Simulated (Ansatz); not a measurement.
## Sb in Ansatz: the effect of functional

The system is Sb.

```
CELL_PARAMETERS angstrom
-1.59729 1.59729 2.74763
1.59729 -1.59729 2.74763
1.59729 1.59729 -2.74763
ATOMIC_POSITIONS crystal
Sb 0.00000 0.00000 0.00000
```

This isn't the form of Sb at room conditions, which is rhombohedral.

The cell isn't the ideal one: volume scaled by 1.04.

Alike in all runs:

* Program: Ansatz 0.2.0
* Task: single point
* Potentials or basis: Ansatz PAW
* k mesh: 12 × 12 × 12
* Occupations: fermi-dirac, width 0.05 eV
* Spin: no spin polarisation

```csv
functional,cutoff,pressure (GPa)
LDA,420 eV (not typed: the program's choice for these potentials),-4.6
PBEsol,420 eV (not typed: the program's choice for these potentials),-3.5
r2SCAN,500 eV (not typed: the program's choice for these potentials),?
```

Question: What does the run with functional r2SCAN give?

Answer: Pressure -1.2 GPa.

Caveats: the PAW data sets come from PBE, with cores solved anew for the run's functional, which leaves a small shift of forces and pressure.
